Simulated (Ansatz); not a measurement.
ZnS (Wurtzite-2H):

```
Zn S
1.0
     3.81100    0.00000    0.00000
    -1.90550    3.30042    0.00000
     0.00000    0.00000    6.23400
Zn S
2 2
Direct
  0.66667 0.33333 0.50000
  0.33333 0.66667 0.00000
  0.66667 0.33333 0.88500
  0.33333 0.66667 0.38500
```

```yaml
Program: Ansatz 0.2.0
Task: relaxation of cell and atoms
Functional: LDA
Potentials_or_basis: Ansatz PAW
Cutoff: "420 eV (not typed: the program's choice for these potentials)"
k_mesh: 8 × 8 × 5
Occupations: fermi-dirac, width 0.05 eV
Spin: no spin polarisation
```

At the start: volume 19.60 Å³/atom.

How do energy, volume and symmetry change on relaxing?

It ends after 6 steps and the volume is 18.59 Å³/atom (-5.2 %); space group P6_3mc (No. 186, to 0.05 Å).

Step by step:
```
step  energy change (eV)  largest force (eV/Å)  volume (Å³)
   1              0.0000                0.2948        78.41
   2             -0.0556                0.2292        75.96
   3             -0.0744                0.0075        73.93
   4             -0.0750                0.0028        74.36
   5             -0.0751                0.0002        74.34
   6             -0.0738                0.0001        74.34
```

Final structure:
```xyz
4
Lattice="3.7383 0.0000 0.0000 -1.8691 3.2374 0.0000 0.0000 0.0000 6.1429" Properties=species:S:1:pos:R:3 pbc="T T T"
Zn    1.8691    1.0791    3.1058
Zn    0.0000    2.1583    0.0343
S     1.8691    1.0791    5.4021
S     0.0000    2.1583    2.3307
```

Caveat: the plane-wave basis is chosen anew once the cell has moved, so the energies of steps on either side of that aren't comparable; the PAW data sets come from PBE, with cores solved anew for the run's functional, which leaves a small shift of forces and pressure.
